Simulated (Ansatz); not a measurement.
Steps from a short run of molecular dynamics on a 2×2×2 supercell (24 atoms) of CaF2 (Fm-3m), relaxed with r2SCAN; forces from PBE in Ansatz, 2×2×2 mesh, Fermi-Dirac smearing of 0.020 eV, Langevin thermostat and barostat (NPT), set at 200 K. Computed, non-magnetic; the trajectory is short and the cell small, so nothing here is a converged average.

Task: At 4 fs the positions in Å are
```
cell (Å): 0.000 5.441 5.441; 5.441 0.000 5.441; 5.441 5.441 0.000
Ca  -0.007  -0.002   0.010
F    1.365   1.352   1.361
F    4.083   4.088   4.063
Ca   2.711   2.716   0.013
F    4.081   4.080   1.374
F    6.799   6.792   4.083
Ca   2.716   0.014   2.719
F    4.091   1.360   4.081
F    6.779   4.077   6.788
Ca   5.452   2.707   2.713
F    6.798   4.091   4.077
F    9.525   6.788   6.810
Ca  -0.003   2.720   2.725
F    1.349   4.095   4.086
F    4.074   6.799   6.809
Ca   2.716   5.432   2.719
F    4.069   6.819   4.072
F    6.816   9.512   6.815
Ca   2.736   2.722   5.434
F    4.088   4.088   6.808
F    6.829   6.816   9.521
Ca   5.448   5.449   5.426
F    6.781   6.779   6.806
F    9.514   9.521   9.504
```
What are the forces, and how far does the free energy (smearing included) lie above that of step 0, with the atoms on their sites?

Result: 0.7 meV an atom; forces in eV/Å:
```
cell (Å), as above: 0.000 5.441 5.441; 5.441 0.000 5.441; 5.441 5.441 0.000
Ca   0.053  -0.035  -0.063
F   -0.066   0.029   0.009
F   -0.038  -0.055   0.093
Ca   0.057   0.073  -0.122
F    0.000  -0.026  -0.106
F    0.053   0.142   0.001
Ca   0.073  -0.165   0.007
F   -0.009   0.028   0.051
F    0.117  -0.033   0.071
Ca   0.014   0.070   0.061
F    0.000  -0.036   0.024
F   -0.045   0.065  -0.073
Ca  -0.065   0.054  -0.026
F    0.055  -0.090   0.010
F    0.012   0.041  -0.061
Ca  -0.015   0.067   0.017
F    0.085  -0.083   0.066
F   -0.049  -0.014  -0.112
Ca  -0.048   0.035   0.096
F   -0.044  -0.056  -0.116
F   -0.156  -0.072   0.036
Ca  -0.131  -0.070   0.058
F    0.130   0.088  -0.074
F    0.020   0.041   0.154
```

Task: At 32 fs the positions in Å are
```
cell (Å): 0.000 5.523 5.523; 5.523 0.000 5.523; 5.523 5.523 0.000
Ca  -0.029  -0.010   0.097
F    1.399   1.294   1.393
F    4.155   4.156   4.068
Ca   2.706   2.760   0.079
F    4.103   4.155   1.404
F    6.909   6.908   4.125
Ca   2.732   0.062   2.790
F    4.251   1.368   4.173
F    6.736   4.081   6.919
Ca   5.630   2.644   2.704
F    6.872   4.202   4.172
F    9.658   6.841   6.953
Ca  -0.016   2.763   2.800
F    1.372   4.198   4.222
F    4.083   6.892   6.906
Ca   2.730   5.484   2.759
F    4.115   7.006   4.107
F    6.994   9.630   6.976
Ca   2.877   2.784   5.499
F    4.118   4.216   6.840
F    7.057   7.003   9.670
Ca   5.580   5.589   5.453
F    6.791   6.785   6.888
F    9.625   9.715   9.637
```
What are the forces, and how far does the free energy (smearing included) lie above that of step 0, with the atoms on their sites?

Result: 15.7 meV an atom; forces in eV/Å:
```
cell (Å), as above: 0.000 5.523 5.523; 5.523 0.000 5.523; 5.523 5.523 0.000
Ca   0.211  -0.253  -0.338
F   -0.347   0.348  -0.008
F   -0.092  -0.109   0.103
Ca   0.256   0.158  -0.398
F    0.066  -0.187  -0.186
F    0.225   0.433   0.083
Ca   0.452  -0.643  -0.133
F   -0.135   0.170   0.045
F    0.662   0.019   0.069
Ca  -0.384   0.644   0.437
F    0.122  -0.122  -0.006
F   -0.133   0.352  -0.194
Ca  -0.381   0.289  -0.015
F    0.018  -0.185  -0.120
F    0.193   0.308   0.039
Ca   0.110   0.100   0.307
F    0.321  -0.323   0.236
F   -0.394  -0.291  -0.190
Ca  -0.117   0.331   0.123
F    0.043  -0.345   0.035
F   -0.583  -0.342  -0.173
Ca  -0.933  -0.577   0.032
F    0.681   0.282   0.035
F    0.141  -0.058   0.217
```

Task: At 44 fs the positions in Å are
```
cell (Å): 0.000 5.560 5.560; 5.560 0.000 5.560; 5.560 5.560 0.000
Ca  -0.031  -0.015   0.123
F    1.387   1.286   1.411
F    4.155   4.161   4.088
Ca   2.709   2.781   0.093
F    4.097   4.212   1.392
F    7.024   6.997   4.146
Ca   2.767   0.035   2.821
F    4.330   1.376   4.257
F    6.786   4.070   7.017
Ca   5.684   2.626   2.720
F    6.917   4.232   4.240
F    9.709   6.888   7.019
Ca  -0.046   2.812   2.820
F    1.407   4.198   4.279
F    4.117   6.957   6.943
Ca   2.732   5.509   2.793
F    4.185   7.048   4.142
F    7.033   9.661   7.047
Ca   2.935   2.815   5.533
F    4.131   4.259   6.846
F    7.072   7.070   9.736
Ca   5.579   5.609   5.480
F    6.874   6.817   6.907
F    9.704   9.794   9.748
```
What are the forces, and how far does the free energy (smearing included) lie above that of step 0, with the atoms on their sites?

Result: 15.3 meV an atom; forces in eV/Å:
```
cell (Å), as above: 0.000 5.560 5.560; 5.560 0.000 5.560; 5.560 5.560 0.000
Ca   0.183  -0.266  -0.241
F   -0.156   0.261  -0.015
F    0.098   0.010   0.038
Ca   0.235   0.125  -0.308
F    0.082  -0.269  -0.066
F    0.001   0.122   0.064
Ca   0.174  -0.316  -0.082
F   -0.193   0.137  -0.200
F    0.532   0.184  -0.080
Ca  -0.407   0.658   0.323
F    0.123  -0.066  -0.060
F   -0.057   0.425  -0.120
Ca  -0.122  -0.038   0.176
F   -0.120   0.079  -0.127
F    0.156   0.183   0.180
Ca   0.164   0.105   0.164
F    0.098  -0.322   0.275
F   -0.304  -0.180  -0.076
Ca  -0.414   0.010   0.020
F    0.158  -0.229   0.261
F   -0.220  -0.413  -0.162
Ca  -0.437  -0.216  -0.008
F    0.363   0.136   0.128
F    0.066  -0.119  -0.082
```

Task: At 48 fs the positions in Å are
```
cell (Å): 0.000 5.568 5.568; 5.568 0.000 5.568; 5.568 5.568 0.000
Ca  -0.035  -0.018   0.128
F    1.381   1.286   1.412
F    4.157   4.163   4.091
Ca   2.708   2.790   0.101
F    4.090   4.223   1.383
F    7.058   7.021   4.153
Ca   2.776   0.027   2.829
F    4.351   1.384   4.284
F    6.814   4.068   7.040
Ca   5.692   2.624   2.721
F    6.925   4.241   4.260
F    9.716   6.904   7.029
Ca  -0.058   2.826   2.823
F    1.415   4.199   4.286
F    4.131   6.975   6.956
Ca   2.734   5.511   2.804
F    4.205   7.053   4.157
F    7.042   9.663   7.064
Ca   2.948   2.822   5.537
F    4.133   4.265   6.855
F    7.064   7.086   9.744
Ca   5.570   5.604   5.481
F    6.902   6.826   6.905
F    9.724   9.805   9.778
```
What are the forces, and how far does the free energy (smearing included) lie above that of step 0, with the atoms on their sites?

Result: 15.6 meV an atom; forces in eV/Å:
```
cell (Å), as above: 0.000 5.568 5.568; 5.568 0.000 5.568; 5.568 5.568 0.000
Ca   0.192  -0.241  -0.218
F   -0.096   0.218   0.000
F    0.147   0.041   0.028
Ca   0.213   0.078  -0.316
F    0.113  -0.261   0.005
F   -0.053   0.035   0.009
Ca   0.086  -0.217  -0.058
F   -0.227   0.104  -0.284
F    0.413   0.197  -0.084
Ca  -0.362   0.612   0.267
F    0.138  -0.060  -0.097
F   -0.012   0.414  -0.056
Ca  -0.025  -0.120   0.211
F   -0.150   0.143  -0.106
F    0.114   0.120   0.204
Ca   0.131   0.154   0.077
F    0.035  -0.320   0.247
F   -0.288  -0.118  -0.054
Ca  -0.520  -0.106   0.030
F    0.213  -0.182   0.291
F   -0.067  -0.420  -0.122
Ca  -0.252  -0.051   0.059
F    0.227   0.085   0.150
F    0.027  -0.103  -0.183
```
